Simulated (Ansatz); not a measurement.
# The polar optical mode of ZnS at 16 GPa, worked through

Theory: Ansatz 0.2.0, DFT PBE, scalar-relativistic, plane waves, PAW. Plane waves to 420 eV; Γ-centred k mesh 10×10×10; fixed occupations. No spin polarisation. Phonons by linear response, acoustic sum rule imposed.

The cell, relaxed at 16 GPa:
```
Zn S
1.0
     0.00000    2.57952    2.57952
     2.57952    0.00000    2.57952
     2.57952    2.57952    0.00000
Zn S
1 1
Direct
  0.00000 0.00000 0.00000
  0.75000 0.75000 0.75000
```

The real crystal has changed phase below this pressure.

Linear response gives ν_TO = 341.0 cm⁻¹, Born charges ±1.799 e (positive on Zn) and ε∞ = 5.962. The primitive cell holds 34.328 Å³, and the masses are 65.380 and 32.060 amu.

Question: Find ν_LO and the static dielectric constant.

Answer: The long-wave field adds a restoring force: ω_LO² − ω_TO² = Z*²e²/(ε_vac ε∞ μV). In these units ν_LO² − ν_TO² = 4.92064×10⁷ Z*²/(μ V ε∞) cm⁻², with μ = m₁m₂/(m₁ + m₂) = 21.512 amu: 36190 cm⁻². So ν_LO = √(341.0² + 36190) = 390.5 cm⁻¹, and the run gives 390.5. Lyddane–Sachs–Teller then gives ε0 = ε∞ (ν_LO/ν_TO)² = 7.82, against 7.82 in the run (it forms both from the same three quantities, so the match checks the arithmetic only). Between ν_TO and ν_LO the dielectric function is negative and an undamped crystal reflects fully: a reststrahlen band from 25.6 to 29.3 μm.

Question: What do the Clausius–Mossotti polarisability and the Szigeti charge come to?

Answer: With the Lorentz local field, α = (3V/4π)(ε∞ − 1)/(ε∞ + 2) = 5.11 Å³ for the pair, and e_S = 3Z*/(ε∞ + 2) = 0.68 e. The Born charge includes the electrons' response to the dipole's own local field, and e_S takes that enhancement out. The Lorentz field assumes point-like polarisable ions, a poor picture once ε∞ is this large, since the electron clouds then overlap or are shared, so both numbers are formal here.

Question: How strongly does a slow electron couple to the LO mode?

Answer: For one isotropic parabolic band, Fröhlich's constant is α_F = (1/ε∞ − 1/ε0) √(m* Ry/ħω_LO), with Ry = 13.606 eV, ħω_LO = 48.4 meV and m* in free-electron masses: α_F = 0.0398 × 16.76 × √m* = 0.67 √m*. The band mass isn't part of this run; for m* = 0.1, 0.3 and 1 it gives 0.21, 0.37, 0.67. In weak coupling the polaron lies α_F ħω_LO below the band edge (18 meV at m* = 0.3) with a mass m*(1 + α_F/6); past α_F of about 5 or 6 that expansion fails. A semilocal functional's ε∞ tends to be too large, which taken alone lowers α_F.

Cost: 1 run of about 2.1 core-minutes, on Arm Neoverse N1 (shared hosts).